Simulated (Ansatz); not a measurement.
# Fe2Ge (P6/mmm) in Ansatz: further runs

The runs below take Fe2Ge through phonons, elastic constants, with PBEsol.

All numbers are computed with Ansatz 0.2.0; they aren't measurements. Logs are shortened: lines on timing, memory, paths and dates and some standing lists are left out, and cuts for length are marked.

## Step 1: Starting point

The structure is hexagonal, space group P6/mmm (No. 191). The conventional cell has a = 4.164 Å, b = 4.164 Å, c = 2.626 Å, α = 90.00°, β = 90.00°, γ = 120.00°. Ge (site symmetry 6/mmm) is surrounded by 2 Ge at 2.63 Å and 12 Fe at 2.74 Å. Fe (site symmetry -6m2) is surrounded by 5 Fe at 2.40 to 2.63 Å and 6 Ge at 2.74 Å.

The cell comes from a database or a generator and needn't be the stable form of this composition.

## Step 2: Phonons, PBEsol, collinear spin, ferromagnetic start

File input.yaml:

```yaml
crystal:
  lattice:
    - [4.1636340796, 0.0, 0.0]
    - [-2.0818170398, 3.605812885, 0.0]
    - [0.0, 0.0, 2.626466]
  atoms:
    - { symbol: Ge, position: [0.0, 0.0, 0.0] }
    - { symbol: Fe, position: [0.3333333333, 0.6666666667, 0.5], spin: 3.0 }
    - { symbol: Fe, position: [0.6666666667, 0.3333333333, 0.5], spin: 3.0 }
hamiltonian:
  xc: pbesol
  pseudopotentials: { kind: paw }
magnetization:
  spin_polarized: true
kpoints:
  mp_grid: { grid: [6, 6, 8] }
scf:
  occupations: { method: fermi_dirac, width: 0.05 }
phonons:
  method: dfpt
```

Potentials or basis: Ansatz PAW.

Run with:

```console
$ ansatz run input.yaml --threads 2 --pin off --max-ram 5632MiB --backend cpu --events-out ev --progress --plain --runs-dir out
```

Output:

```text
Warning: RAYON_NUM_THREADS=2 ignored (pool sized by the plan → 2); use --threads N
zone centre: on kpoints.mp_grid the ground state, and the responses unless they are solved on pairs of k-points, stand on 65 of the mesh's 288 k-points, reduced under 4 symmetry operations, with k and −k counted as one. Each operation leaves every solved displacement unchanged or reverses it
Engine: ansatz 0.2.0, x86_64-unknown-linux-gnu
Pseudopotentials: kind: paw
Pseudopotential: Ge, paw, valence charge 14, recommended cutoff 420 eV (normal), Ge.paw.azcp
Pseudopotential: Fe, paw, valence charge 16, recommended cutoff 420 eV (normal), Fe.paw.azcp
Functional definition: PBEsol
  exchange = pbesol_x
  correlation = pbesol_c
Crystal: 3 atoms, lattice volume = 39.432 Å³
Basis set: ecut = 420 eV, 771 PW (Γ), exchange–correlation on 60×60×36 points (8 copies of the dense FFT grid, shifted against one another)
Bands: 32, of which v1, the nominal top of the filled ones, is band 23 counted from 1 (22 counted from 0)
Symmetry: 24 space group operations
Space group: P6/mmm (ITA 191), of the structure as read, at distance tolerance 3.4e-5 Å
Magnetic group: BNS 191.233 (UNI 1463), of the structure as read, at distance tolerance 3.4e-5 Å
k-points: 35 of 288
Non-local potential: Ge, projectors of the file, l = 0: 2, l = 1: 2, l = 2: 3, l = 3: 1
Non-local potential: Fe, projectors of the file, l = 0: 3, l = 1: 2, l = 2: 3, l = 3: 1
PAW form: soft (Blöchl's): semilocal exchange-correlation on the pseudo side does not see the compensation charge
PAW frozen core: Ge, regenerated for the run's functional, and the local potential with it (the file was generated under x = pbe(κ = 0.804, μ = 0.2195149727645171), c = pbe(β = 0.06672455060314922))
PAW frozen core: Fe, regenerated for the run's functional, and the local potential with it (the file was generated under x = pbe(κ = 0.804, μ = 0.2195149727645171), c = pbe(β = 0.06672455060314922))
PAW one-centre angular grid: Ge, 590 points (default); XC on 64 Gauss nodes
PAW one-centre angular grid: Fe, 590 points (default); XC on 64 Gauss nodes
Initial density: superposition of atomic densities (chi_scale 0.1, normalization cell)
Starting moments: Σ|m| = 6 μB on 2 of 3 sites
Initial wavefunctions: pseudopotential atomic-orbital guess
Functional: x = pbesol(κ = 0.804, μ = 0.12345679012345678), c = pbesol(β = 0.046)
SCF 1 converged in 11 iterations: F = -13150.494158 eV  dr2 = 1.07e-9
a single point of the input's cell can leave the moments in the input for a lower state (scf.lower_state_search): this run first made a single point of its cell. This run's own SCFs start from the density of the state that the single point found, with the moments in the input. The single point stayed on the moments in the input.
k-points: 65 of 288 (irreducible under 4 space group operations, time reversal used)
Initial density: read from a saved state, or passed on in memory by an earlier SCF of this step, an earlier step, the calling program or the single point that the run made first
Stability of the state it starts from, as read at its close in the collinear treatment: not read negative (Ritz values of 1 − χ₀K, real part plus size of imaginary part, from 0.50 to 0.77, by its mixing steps under the symmetry group of the SCF that read it); its run was given moments
Starting moments: Σ|m| = 6 μB on 2 of 3 sites; this step starts from the density that it was given
iter 1 solved again at ethr=2.85e-9 eV; its pass at ethr=3.10e-3 eV (dr2=1.31e-6 eV) is discarded
SCF iter   1: F=—  HF=-13150.494158 eV  |F-HF|=—  |Δ(HF+E_count)|=         —  Δρ=6.14e-7 (↑5.91e-7 ↓6.14e-7)  dr2=3.80e-10  dr2_m=6.58e-11  M=4.997 μB ∫|m|=5.087 μB  β_m=0.65  ethr=2.85e-9  ⟨swp⟩=3.9  Hψ=28329  notcnv=0
preconditioner: auto → none  [metal: Δε(μ)=0.035 eV  Ē_g=15.642 eV  σ=0.050 eV  W_gap=0.17  n_scr=6 (ndim 8)  ℏωp=32.4 eV  f_vac=0.000  D(μ)=2.38/eV (n_scr^D=26)]
SCF iter   2: F=—  HF=-13150.494158 eV  |F-HF|=—  |Δ(HF+E_count)|=   1.32e-7  Δρ=6.32e-7 (↑6.32e-7 ↓1.53e-7)  dr2=1.21e-10  dr2_m=4.00e-11  M=4.997 μB ∫|m|=5.087 μB  β_m=0.50  ethr=1.00e-12  ⟨swp⟩=2.7  Hψ=7722  notcnv=0
SCF iter   3: F=—  HF=-13150.494158 eV  |F-HF|=—  |Δ(HF+E_count)|=  1.13e-10  Δρ=2.14e-7 (↑1.77e-7 ↓2.14e-7)  dr2=2.40e-11  dr2_m=2.94e-12  M=4.997 μB ∫|m|=5.087 μB  β_m=0.46  ethr=1.00e-12  ⟨swp⟩=2.0  Hψ=5136  notcnv=0
SCF iter   4: F=—  HF=-13150.494158 eV  |F-HF|=—  |Δ(HF+E_count)|=  1.46e-11  Δρ=8.42e-8 (↑7.90e-8 ↓8.42e-8)  dr2=4.61e-12  dr2_m=1.45e-12  M=4.997 μB ∫|m|=5.087 μB  β_m=0.58  ethr=1.00e-12  ⟨swp⟩=1.0  Hψ=4160  notcnv=0
SCF iter   5: F=—  HF=-13150.494158 eV  |F-HF|=—  |Δ(HF+E_count)|=  4.00e-11  Δρ=6.59e-8 (↑4.51e-8 ↓6.59e-8)  dr2=3.69e-12  dr2_m=3.29e-13  M=4.997 μB ∫|m|=5.087 μB  β_m=0.79  ethr=1.00e-12  ⟨swp⟩=1.0  Hψ=4160  notcnv=0
SCF iter   6: F=—  HF=-13150.494158 eV  |F-HF|=—  |Δ(HF+E_count)|=  2.18e-11  Δρ=5.57e-8 (↑1.49e-8 ↓5.57e-8)  dr2=2.08e-12  dr2_m=2.99e-13  M=4.997 μB ∫|m|=5.087 μB  β_m=0.72  ethr=1.00e-12  ⟨swp⟩=1.0  Hψ=4160  notcnv=0
SCF iter   7: F=-13150.494158 eV  HF=-13150.494158 eV  |F-HF|=3.64e-12  |Δ(HF+E_count)|=  3.64e-12  Δρ=3.93e-8 (↑1.83e-8 ↓3.93e-8)  dr2=1.28e-12  dr2_m=5.26e-14  M=4.997 μB ∫|m|=5.087 μB  ethr=1.00e-12  ⟨swp⟩=3.2  Hψ=14673  notcnv=0
SCF 2 converged in 7 iterations: F = -13150.494158 eV  dr2 = 1.28e-12
DFPT response loops at Γ: preconditioner auto → Kerker (q_TF=auto, 2.799 Å⁻¹) (partly filled bands, converged f_vac=0.000); β = 1.00, the filter's whole step (`scf.mixing.beta` (0.30) is not read by the response loops under this deck's `scf.mixing.preconditioner`; to damp them name `kerker` or `kerker_dos`, under which they read `scf.mixing.beta`, and type it under 1.00, their step now; both keys bind the ground state too); Broyden in place of MSR1
SCF converged after 7 iterations
Magnetization: 4.9967 μB (25.4984 up, 20.5016 down)
Absolute magnetization: 5.0779 μB (∫|ρ↑−ρ↓|, with the PAW one-centre terms)
Spin contamination: 0.0804 ħ² per cell (⟨S²⟩ above its minimum at these occupations)
Per-site moments (μB) at R_I (Å): [(0.02591406472570709, 1.0834172250000003), (2.417144448357863, 0.9915985433744827), (2.4171444483578637, 0.9915985433744827)]
Free energy (F): -13150.494158 eV
Harris-Foulkes:  -13150.494158 eV  (|F-HF|=3.64e-12)
Internal energy: -13150.474186 eV  (E = F + TS)
E sigma→0 (E₀):  -13150.484172 eV
Entropy (-TS):   -0.019972 eV (-6.657 meV/atom)
Fermi energy:    16.531716 eV
--- Per-component energies (eV) ---
  E_band       = -536.508011
  E_kinetic    = 813.998061
  E_local      = -6389.981566  (includes V_loc(G=0)·N_el)
  E_nonlocal   = 868.290717
  E_hartree    = 2727.643057
  E_xc         = -308.165574
  E_vxc        = -366.260465  (∫ρ·V_xc dr)
  E_paw        = -4654.995857  (= ΣΔE_a)
  E_vpaw       = -917.843062  (= ΣTr[D̂ρ^β])
  E_aug_tail   = 0.002097  (compensation charges beyond the density's cutoff)
  E_ewald      = -6208.541461
  E_core_change = 1.276340  (= ΣΔE_core)
  E_smearing   = -0.019972  (= −TS)
  E_closure    = 0.000000  (closes the sum)
  Σ components = -13150.494158   (vs F -13150.494158, Δ=0.00e0)
--- Band table (eV; the first three rows and the last of 130) ---
  k-point 0 ↑: bands = ["-71.5296", "-71.4609", "-37.7899", "-37.7495", "-37.7495", "-37.7400", "-37.5106", "-37.5106", "-8.5447", "-8.3252", "-8.3252", "-8.3228", "-8.3228", "3.8717", "11.8056", "11.8056", "12.5131", "13.5196", "13.6990", "13.6990", "14.2626", "14.2626", "15.0937", "15.0937", "16.7286", "18.5961", "18.5961", "19.3375", "19.3375", "23.5803", "24.2952", "30.0471"]
  k-point 1 ↑: bands = ["-71.5273", "-71.4588", "-37.8121", "-37.7604", "-37.7471", "-37.7471", "-37.5087", "-37.5087", "-8.5041", "-8.3391", "-8.3391", "-8.3235", "-8.3235", "4.2161", "11.9916", "11.9916", "12.6890", "13.5386", "13.5386", "13.8568", "14.1562", "14.1562", "14.9521", "14.9521", "16.9301", "18.7432", "18.7432", "19.9045", "19.9045", "21.5638", "23.6367", "32.7173"]
  k-point 2 ↑: bands = ["-71.5218", "-71.4537", "-37.8653", "-37.8095", "-37.7413", "-37.7413", "-37.5043", "-37.5043", "-8.4059", "-8.3783", "-8.3783", "-8.3194", "-8.3194", "5.2417", "12.4835", "12.4835", "12.8205", "13.0622", "13.0622", "14.1183", "14.1183", "14.6101", "14.6101", "14.7443", "17.6549", "18.0544", "19.1588", "19.1588", "21.3181", "21.3181", "23.7972", "28.9482"]
  k-point 64 ↓: bands = ["-68.7131", "-68.6886", "-35.1275", "-35.0716", "-35.0484", "-35.0259", "-34.9199", "-34.8166", "-8.4183", "-8.4160", "-8.2994", "-8.2977", "-8.2522", "9.4819", "11.0687", "13.1289", "13.1843", "14.4602", "15.3670", "15.7163", "17.0917", "17.2088", "17.2985", "17.9542", "18.0331", "18.3442", "20.0585", "20.2541", "20.4901", "23.1063", "25.9478", "26.8164"]
--- Phonons (Γ-DFPT): 4 representative perturbations + reference, on 65 of 288 k-points (Σ response iterations 10) ---
  k mesh reduced under 4 symmetry operations, with k and −k counted as one. Each operation leaves every solved displacement unchanged or reverses it
  ASR residual: 8.956e-4 → 0.000e0 eV/Å²; symmetrization residual: 1.256e-5 eV/Å²
  ASR residual per site (eV/Å²): 5.86e-6 8.96e-4 8.96e-4
  Γ frequencies (cm⁻¹): -207.47 0.00 0.00 0.00 76.70 156.59 156.59 275.37 275.37
  non-analytic LO–TO correction: not included (Born effective charges unavailable; polar crystals: no LO–TO splitting at Γ)
```

Run time: 35 s. Hardware: 2 threads of AMD EPYC 7R13 (Zen 3), shared host; peak memory 0.76 GiB.

What came out:

```
Free energy                   : -13150.4942 eV
Band gap on the k mesh        : none (metal or under the smearing width)
Net moment                    : 5.00 μB per cell
Absolute moment               : 5.08 μB per cell
Site moments                  : Ge +0.03; Fe +2.42 μB
Highest phonon frequency at Γ : 275 cm⁻¹
Most unstable mode            : 207i cm⁻¹
```

Phonon frequencies in cm⁻¹ (negative: imaginary):
| q point | frequencies |
| --- | --- |
| (0.000, 0.000, 0.000) | -207 0 0 0 77 157 157 275 275 |

Caveat: some modes are imaginary; the PAW data sets come from PBE, with cores solved anew for the run's functional, which leaves a small shift of forces and pressure.

## Step 3: Elastic constants, PBEsol, collinear spin, ferromagnetic start

Changes to input.yaml since step 2:

```diff
@@ -18,3 +18,7 @@
   occupations: { method: fermi_dirac, width: 0.05 }
-phonons:
-  method: dfpt
+output:
+  forces: true
+  stress: true
+elastic:
+  mode: clamped_ion
+  stencil: two_point
```

Potentials or basis: Ansatz PAW.

Run with:

```console
$ ansatz run input.yaml --threads 2 --pin off --max-ram 5632MiB --backend cpu --events-out ev --progress --plain --runs-dir out
```

Wall time 32 s (2 threads of AMD EPYC 7R13 (Zen 3), shared host); peak memory 0.53 GiB.

The run converged. Its results:

```yaml
Free_energy: -13150.4942 eV
Pressure: -7.0 GPa
Band_gap_on_the_k_mesh: none (metal or under the smearing width)
Net_moment: 5.00 μB per cell
Absolute_moment: 5.08 μB per cell
Site_moments: Ge +0.03; Fe +2.42 μB
Voigt_bulk_modulus: 105 GPa
```

Stress tensor (GPa, compression positive):
```
-7.88  0.00  0.00
 0.00 -7.88  0.00
 0.00  0.00 -5.17
```

Levels at points of the mesh, in eV from the Fermi level:
Spin up:
```
             k point  band 22  band 23  band 24  band 25  band 26  band 27  band 28  band 29  band 30  band 31
  (0.00, 0.00, 0.00)    -2.27    -1.44    -1.44     0.20     2.06     2.06     2.81     2.81     7.05     7.76
 (0.00, 0.00, -0.50)    -2.36    -2.36    -0.54    -0.28     3.64     3.64     4.57     6.02     7.62     8.04
 (0.00, -0.50, 0.00)    -2.24    -1.63    -1.33    -1.31    -0.92     2.05     9.40     9.52    10.45    10.49
(0.00, -0.50, -0.50)    -1.42    -1.09    -0.62    -0.60    -0.11     2.27     3.68     3.73     3.91     7.29
```
Spin down:
| k point | band 17 | band 18 | band 19 | band 20 | band 21 | band 22 | band 23 | band 24 |
| --- | --- | --- | --- | --- | --- | --- | --- | --- |
| (0.00, 0.00, 0.00) | -2.53 | -1.30 | -1.16 | -1.16 | 0.50 | 0.50 | 0.81 | 1.49 |
| (0.00, 0.00, -0.50) | -1.95 | -1.10 | -1.10 | -0.83 | -0.83 | -0.34 | -0.34 | 1.19 |
| (0.00, -0.50, 0.00) | -3.08 | -1.69 | -1.49 | -1.40 | 0.33 | 0.44 | 0.83 | 1.25 |
| (0.00, -0.50, -0.50) | -3.39 | -2.11 | -1.36 | -1.14 | 0.61 | 0.64 | 1.17 | 1.49 |

Elastic tensor in Voigt notation (GPa, ions clamped, in the Cartesian axes of the cell as first typed):
```
198  93  35   0   0   0
 93 198  35   0   0   0
 37  37 219   0   0   0
  0   0   0 -41   0   0
  0   0   0   0 -41   0
  0   0   0   0   0  52
```

Caveat: the cell is more than 3 GPa from zero pressure, which shifts response properties; the elastic tensor has a negative eigenvalue, so either the cell is unstable as it stands or the mesh is too thin; the PAW data sets come from PBE, with cores solved anew for the run's functional, which leaves a small shift of forces and pressure.
